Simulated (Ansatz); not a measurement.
# AlN (Fm-3m) in Ansatz: a series of runs

The runs below take AlN through single point, with PBE, HSE06, PBE0.

All numbers are computed with Ansatz 0.2.0; they aren't measurements. Logs are shortened: lines on timing, memory, paths and dates and some standing lists are left out, and cuts for length are marked.

**1. The crystal as given**

The structure is cubic, space group Fm-3m (No. 225). The conventional cell has a = 4.069 Å, b = 4.069 Å, c = 4.069 Å, α = 90.00°, β = 90.00°, γ = 90.00°. Al (site symmetry m-3m) is surrounded by 6 N at 2.03 Å. N (site symmetry m-3m) has 6 Al at 2.03 Å as nearest neighbours.

Measurements of this composition are mostly on another form, of space group No. 186.

**2. Single point, PBE**

File input.yaml:

```yaml
crystal:
  lattice:
    - [0.0, 2.034518, 2.034518]
    - [2.034518, 0.0, 2.034518]
    - [2.034518, 2.034518, 0.0]
  atoms:
    - { symbol: Al, position: [0.5, 0.5, 0.5] }
    - { symbol: "N", position: [0.0, 0.0, 0.0] }
kpoints:
  mp_grid: { grid: [8, 8, 8] }
scf:
  occupations: { method: fermi_dirac, width: 0.05 }
hamiltonian:
  xc: pbe
  pseudopotentials: { kind: all_electron, datasets: crystal }
output:
  forces: true
  stress: true
  eigenvalues: true
```

Potentials or basis: all-electron PAW datasets made for the crystal.

The run is started by

```console
> ansatz run input.yaml --threads 1 --pin off --max-ram 3072MiB --backend cpu --events-out ev --progress --plain --runs-dir out
```

The log of the run:

```text
Warning: RAYON_NUM_THREADS=1 ignored (pool sized by the plan → 1); use --threads N
hamiltonian.pseudopotentials.datasets: crystal makes datasets for this crystal and solves the spheres of its atoms anew in each pass: cutoff 340.0 eV, the density's 1360.0 eV; for an error of 0.50 meV an atom under PBE, 1.0 meV for the cell; an energy difference from a run of another recipe may be off by several times the error for the cell, under r2SCAN by more, where some 0.1 meV an atom stays at smaller errors; N in spheres of 1.064 Å, 5 of its electrons in bands; Al in spheres of 0.968 Å, 3 of its electrons in bands, 8 on its site; only band paths and densities of states list, in semicore columns, the levels of the semicore shells that are solved separately: 2s of Al, 2p of Al
Engine: ansatz 0.2.0, x86_64-unknown-linux-gnu
Pseudopotentials: kind: all_electron
Pseudopotential: Al, paw, valence charge 11, recommended cutoff 340 eV (normal), crystal/all_electron/pbe/scalar/gaussian/Al, Koelling and Harmon's equation, gaussian nucleus
Pseudopotential: N, paw, valence charge 5, recommended cutoff 340 eV (normal), crystal/all_electron/pbe/scalar/gaussian/N, Koelling and Harmon's equation, gaussian nucleus
Functional definition: PBE
  parameter kappa = 0.804
  parameter beta = 0.06672455060314922
  exchange = pbe_x(kappa = kappa, mu = beta*pi^2/3)
  correlation = pbe_c(beta = beta)
Crystal: 2 atoms, lattice volume = 16.843 Å³
Basis set: ecut = 340 eV, 259 PW (Γ), exchange–correlation on 36×36×36 points (8 copies of the dense FFT grid, shifted against one another)
Bands: 8, of which v1, the nominal top of the filled ones, is band 4 counted from 1 (3 counted from 0)
Symmetry: 48 space group operations
Space group: Fm-3m (ITA 225), of the structure as read, at distance tolerance 2.6e-5 Å
k-points: 29 of 512
Non-local potential: Al, projectors of the file, l = 0: 1, l = 1: 1
Non-local potential: N, projectors of the file, l = 0: 1, l = 1: 2
PAW form: soft (Blöchl's): semilocal exchange-correlation on the pseudo side does not see the compensation charge
PAW one-centre angular grid: Al, 110 points (default); XC on its mesh's 1887 points in the sphere
PAW one-centre angular grid: N, 110 points (default); XC on its mesh's 1977 points in the sphere
Initial density: superposition of atomic densities (neutral atoms: chi_scale 0, normalization atom)
Initial wavefunctions: pseudopotential atomic-orbital guess
Functional: x = pbe(κ = 0.804, μ = 0.2195149727645171), c = pbe(β = 0.06672455060314922)
iter 1 solved again at ethr=7.32e-2 eV; its pass at ethr=1.00e-1 eV (dr2=5.86e0 eV) is discarded
SCF iter   1: F=—  HF=-8101.594174 eV  |F-HF|=—  |Δ(HF+E_count)|=         —  Δρ=1.77e-1  dr2=5.62e0  ethr=7.32e-2  ⟨swp⟩=2.2  Hψ=1319  notcnv=0
preconditioner: auto → none  [insulator: Δε(μ)=6.340 eV  Ē_g=17.697 eV  σ=0.050 eV  W_gap=1.00  n_scr=0 (ndim 8)  ℏωp=25.6 eV  f_vac=0.000  D(μ)=0.00/eV (n_scr^D=0)  ε∞_Penn≈3.1]
iter 2 solved again at ethr=5.85e-3 eV; its pass at ethr=7.03e-2 eV (dr2=4.68e-1 eV) is discarded
SCF iter   2: F=—  HF=-8100.183209 eV  |F-HF|=—  |Δ(HF+E_count)|=    1.41e0  Δρ=7.18e-2  dr2=4.88e-1  ethr=5.85e-3  ⟨swp⟩=2.0  Hψ=1044  notcnv=0
SCF iter   3: F=—  HF=-8100.053734 eV  |F-HF|=—  |Δ(HF+E_count)|=   1.29e-1  Δρ=1.85e-2  dr2=3.27e-2  ethr=5.85e-3  ⟨swp⟩=3.0  Hψ=533  notcnv=0
SCF iter   4: F=—  HF=-8100.069442 eV  |F-HF|=—  |Δ(HF+E_count)|=   1.57e-2  Δρ=2.75e-3  dr2=1.36e-3  ethr=4.08e-4  ⟨swp⟩=2.1  Hψ=466  notcnv=0
SCF iter   5: F=—  HF=-8100.069931 eV  |F-HF|=—  |Δ(HF+E_count)|=   4.89e-4  Δρ=3.86e-4  dr2=9.20e-6  ethr=1.71e-5  ⟨swp⟩=2.3  Hψ=516  notcnv=0
SCF iter   6: F=—  HF=-8100.069943 eV  |F-HF|=—  |Δ(HF+E_count)|=   1.19e-5  Δρ=1.10e-4  dr2=1.21e-6  ethr=1.15e-7  ⟨swp⟩=2.9  Hψ=566  notcnv=0
SCF iter   7: F=-8100.069943 eV  HF=-8100.069943 eV  |F-HF|=5.30e-9  |Δ(HF+E_count)|=   3.93e-8  Δρ=1.27e-5  dr2=1.07e-8  ethr=1.51e-8  ⟨swp⟩=2.9  Hψ=387  notcnv=0
SCF 1 converged in 7 iterations: F = -8100.069941 eV  dr2 = 1.07e-8
  Residual-converged pass: ⟨swp⟩=3.8  Hψ=496  notcnv=0  max |occ|·‖R‖ = 5.1e-6 eV (tolerance 5.3e-6 eV)  dr2=9.64e-9  dr2_onsite=1.65e-8  max |Δocc| = 0.0e0
SCF converged after 7 iterations
Free energy (F): -8100.069941 eV
Harris-Foulkes:  -8100.069941 eV  (|F-HF|=5.30e-9)
Internal energy: -8100.069941 eV  (E = F + TS)
E sigma→0 (E₀):  -8100.069941 eV
Past the cutoff: the bands carry plane waves up to 1.75 times it, of which those up to 1.5 times it add -0.000079 eV an atom, each by itself; the spheres take 0.000073 eV an atom off the energy for waves past 1.75 times it
By the cutoff:   a pressure is off by up to 0.007 GPa (1.2 times the spheres' own share and the shells' term, over an atom's volume, and 0.004 GPa: a bound that held against runs at twice the plane waves)
Past the cutoffs: a stress includes 0.0045 GPa for waves and charges beyond them, in addition to the slope of what the spheres take
In the spheres:  the bands' charges fall short by 2.2e-6 e at most (sound up to 1e-3), those of shells solved beside the bands by 2.0e-7 e (sound up to 5e-4)
Fermi energy:    15.081232 eV
--- Per-component energies (eV) ---
  E_band       = 52.449751
  E_kinetic    = 123.496925
  E_local      = -969.507083  (includes V_loc(G=0)·N_el)
  E_nonlocal   = -6.255198
  E_hartree    = 490.919791
  E_xc         = -84.730946
  E_vxc        = -103.793765  (∫ρ·V_xc dr)
  E_paw        = -9196.421256  (= ΣΔE_a)
  E_vpaw       = -2912.290903  (= ΣTr[D̂ρ^β])
  E_ewald      = -1396.531157
  E_smearing   = -0.000000  (= −TS)
  E_closure    = 2938.958983  (closes the sum)
  Σ components = -8100.069941   (vs F -8100.069941, Δ=0.00e0)
  The terms above E_closure are by the made datasets' own strengths, without shells solved beside the bands.
--- Forces (eV/Å), atoms counted from 1 ---
  atom   1  Al     0.00000000    -0.00000000    -0.00000000
  atom   2  N     -0.00000000     0.00000000    -0.00000000
  max |Σ_I F_I| component: 2.10e-29 eV/Å
--- Stress (GPa, compression-positive) ---
        0.328577       0.000000       0.000000
       -0.000000       0.328577       0.000000
       -0.000000       0.000000       0.328577
  P = ⅓ Tr σ = 0.3286 GPa (3.286 kbar)
  It holds what live shells' own plane waves past their cutoff add
--- Band table (eV; the first three rows and the last of 29) ---
  k-point 0: bands = ["-4.5215", "12.8562", "12.8562", "12.8562", "18.2690", "24.9496"]
  k-point 1: bands = ["-4.2073", "11.3636", "12.6772", "12.6772", "19.1500", "23.7819"]
  k-point 2: bands = ["-3.3147", "8.5603", "12.2878", "12.2878", "19.5676", "23.8261"]
  k-point 28: bands = ["-0.2301", "7.2615", "7.2615", "8.9988", "20.7701", "23.4646"]
```

It took 2.1 s on 1 thread of Intel Xeon Platinum 8488C (Sapphire Rapids), shared host; peak memory 0.4 GiB.

Results:

- Free energy: -8100.0699 eV
- Pressure: 0.3 GPa
- Band gap on the k mesh: 4.44 eV, indirect (least direct gap 5.41 eV)

**3. Single point, HSE06**

Edit input.yaml of step 2 so:

```diff
@@ -13,3 +13,3 @@
 hamiltonian:
-  xc: pbe
+  xc: hse06
   pseudopotentials: { kind: all_electron, datasets: crystal }
@@ -18,2 +18 @@
   stress: true
-  eigenvalues: true
```

Potentials or basis: all-electron PAW datasets made for the crystal.

The run is started by

```console
> ansatz run input.yaml --threads 1 --pin off --max-ram 3072MiB --backend cpu --events-out ev --progress --plain --runs-dir out
```

Wall time 2.5 min (1 thread of Intel Xeon Platinum 8488C (Sapphire Rapids), shared host); peak memory 0.87 GiB.

It converged, with:

| Item | Value |
| --- | --- |
| Free energy | -8100.5619 eV |
| Pressure | -7.5 GPa |
| Band gap on the k mesh | 5.84 eV, indirect (least direct gap 6.92 eV) |

Levels at points of the mesh, in eV from the valence-band top:
```tsv
k point	band 5	band 6	band 7	band 8	band 9
(0.00, 0.00, 0.00)	-19.02	0.00	0.00	0.00	6.92
(0.00, 0.00, -0.50)	-15.64	-8.85	-1.14	-1.14	7.40
(0.00, -0.50, -0.50)	-14.63	-7.87	-2.99	-2.99	5.84
```

A k mesh can miss the band edges.

**4. Single point, PBE0**

Edit input.yaml of step 3 so:

```diff
@@ -13,3 +13,3 @@
 hamiltonian:
-  xc: hse06
+  xc: pbe0
   pseudopotentials: { kind: all_electron, datasets: crystal }
```

Potentials or basis: all-electron PAW datasets made for the crystal.

The run is started by

```console
> ansatz run input.yaml --threads 1 --pin off --max-ram 3072MiB --backend cpu --events-out ev --progress --plain --runs-dir out
```

The log of the run:

```text
Warning: RAYON_NUM_THREADS=1 ignored (pool sized by the plan → 1); use --threads N
hamiltonian.pseudopotentials.datasets: crystal makes datasets for this crystal and solves the spheres of its atoms anew in each pass: cutoff 430.0 eV, the density's 1720.0 eV;, for an error of 0.50 meV an atom under PBE, 1.0 meV for the cell; an energy difference from a run of another recipe may be off by several times the error for the cell, under r2SCAN by more, where some 0.1 meV an atom stays at smaller errors; N in spheres of 1.000 Å, 5 of its electrons in bands; Al in spheres of 1.027 Å, 11 of its electrons in bands
Engine: ansatz 0.2.0, x86_64-unknown-linux-gnu
Pseudopotentials: kind: all_electron
Pseudopotential: Al, paw, valence charge 11, recommended cutoff 430 eV (normal), crystal/all_electron/pbe/scalar/gaussian/Al, Koelling and Harmon's equation, gaussian nucleus
Pseudopotential: N, paw, valence charge 5, recommended cutoff 430 eV (normal), crystal/all_electron/pbe/scalar/gaussian/N, Koelling and Harmon's equation, gaussian nucleus
Functional definition: PBE0
  parameter a = 0.25
  parameter kappa = 0.804
  parameter beta = 0.06672455060314922
  exchange = (1 - a)*pbe_x(kappa = kappa, mu = beta*pi^2/3) + a*exact_x
  correlation = pbe_c(beta = beta)
Crystal: 2 atoms, lattice volume = 16.843 Å³
Basis set: ecut = 430 eV, 331 PW (Γ), exchange–correlation on 40×40×40 points (8 copies of the dense FFT grid, shifted against one another)
[... 50 lines left out ...]
  E_paw        = -8665.740057  (= ΣΔE_a)
  E_vpaw       = -2797.632635  (= ΣTr[D̂ρ^β])
  E_ewald      = -1396.531157
  E_smearing   = -0.000000  (= −TS)
  E_closure    = 3159.252713  (closes the sum)
  Σ components = -8100.791283   (vs F -8100.791283, Δ=9.09e-13)
  The terms above E_closure are by the made datasets' own strengths, without shells solved beside the bands.
--- Forces (eV/Å), atoms counted from 1 ---
  atom   1  Al    -0.00000000    -0.00000000    -0.00000000
  atom   2  N      0.00000000    -0.00000000     0.00000000
  max |Σ_I F_I| component: 7.44e-18 eV/Å
--- Stress (GPa, compression-positive) ---
       -7.467912      -0.000000      -0.000000
       -0.000000      -7.467912      -0.000000
        0.000000      -0.000000      -7.467912
  P = ⅓ Tr σ = -7.4679 GPa (-74.679 kbar)
--- Band table (eV; the first three rows and the last of 29) ---
  k-point 0: bands = ["-96.0132", "-55.5121", "-55.5121", "-55.5121", "-7.4446", "11.6218", "11.6218", "11.6218", "19.2832"]
  k-point 1: bands = ["-96.0128", "-55.5158", "-55.5126", "-55.5126", "-7.1080", "10.0171", "11.4253", "11.4253", "20.2083"]
  k-point 2: bands = ["-96.0117", "-55.5246", "-55.5136", "-55.5136", "-6.1535", "6.9434", "10.9978", "10.9978", "20.5688"]
  k-point 28: bands = ["-96.0089", "-55.5287", "-55.5287", "-55.5214", "-2.8812", "5.5251", "5.5251", "7.4752", "21.9298"]
```

Wall time 2.4 min (1 thread of Intel Xeon Platinum 8488C (Sapphire Rapids), shared host); peak memory 0.9 GiB.

What came out:

| Item | Value |
| --- | --- |
| Free energy | -8100.7913 eV |
| Pressure | -7.5 GPa |
| Band gap on the k mesh | 6.59 eV, indirect (least direct gap 7.66 eV) |

A k mesh can miss the band edges.

**5. Summary**

| level | cutoff (eV) | gap on the mesh (eV) | pressure (GPa) |
| --- | --- | --- | --- |
| PBE | 340 | 4.44 | 0.3 |
| HSE06 | 430 | 5.84 | -7.5 |
| PBE0 | 430 | 6.59 | -7.5 |

Alike in all rows: task single point; potentials or basis all-electron PAW datasets made for the crystal; no spin polarisation; cell as given; k mesh 8 × 8 × 8; smearing fermi-dirac 0.05 eV.

On the cell as given the gap runs from 4.44 eV (PBE) to 6.59 eV (PBE0). The pressure there spans -7.5 GPa (HSE06) to 0.3 GPa (PBE); a positive pressure means that this level wants a larger cell, a negative one a smaller.

Compare energies only between runs with the same functional and basis.
